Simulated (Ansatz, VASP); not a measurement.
## Mo: VASP beside Ansatz

```
Mo
1.0
    -1.57100    1.66526    1.57100
     1.57100   -1.66526    1.57100
     1.57100    1.66526   -1.57100
Mo
1
Direct
  0.00000 0.00000 0.00000
```

Change from the starting cell: strain +0.0600 x Voigt [0, 1, 0, 0, 0, 0], atoms carried along.

Alike in both runs: task single point; functional r2SCAN; k mesh 22 × 22 × 22; occupations gaussian, width 0.15 eV; no spin polarisation.

```csv
,VASP,Ansatz
version,VASP 6.6.1,Ansatz 0.2.0
potentials or method,"VASP PAW PBE potentials, release 64 (Mo_sv)","scalar-relativistic, plane waves, PAW"
plane-wave cutoff (eV),520,500
valence electrons in the cell,14,14
```

VASP gave:

- gap on the k mesh at the Fermi level (eV): none
- pressure (GPa): -10.9
- largest component of the traceless stress (GPa): 10.79

Q: Estimate Ansatz's values.

A: gap on the k mesh at the Fermi level (eV): none; pressure (GPa): -11.8; largest component of the traceless stress (GPa): 10.79.

A gap of «none» marks a metal or a gap that the smearing closes. With one functional, cell and mesh, what is left measures potentials, basis and numerics.

Caveats: the PAW data sets were made with another functional, which shifts forces and pressure a little (VASP).
